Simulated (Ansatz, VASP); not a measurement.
**One calculation of BN, two programs**

```
B N
1.0
     0.00000    1.73979    1.73979
     1.73979    0.00000    1.73979
     1.73979    1.73979    0.00000
B N
1 1
Direct
  0.00000 0.00000 0.00000
  0.75000 0.75000 0.75000
```

Alike in both runs: functional PBEsol; k mesh 12 × 12 × 12; no spin polarisation.

Ansatz relaxed the structure, and its values are those at the end. VASP's run is a single point on that final structure, the one shown.

|  | VASP | Ansatz |
| --- | --- | --- |
| version | VASP 6.6.1 | Ansatz 0.2.0 |
| potentials or method | VASP PAW PBE potentials, release 64 (B, N) | scalar-relativistic, plane waves, PAW |
| plane-wave cutoff (eV) | 520 | 420 |
| occupations | gaussian, width 0.01 eV | fixed |
| valence electrons in the cell | 8 | 8 |

```tsv
	VASP	Ansatz	Ansatz less VASP
gap on the k mesh at the Fermi level (eV)	4.39	4.40	+0.015
least direct gap on the mesh (eV)	9.30	9.31	+0.010
```

 Expect the measured gap to be larger: semilocal functionals such as PBEsol lack the derivative discontinuity. A k mesh can miss the band edges.
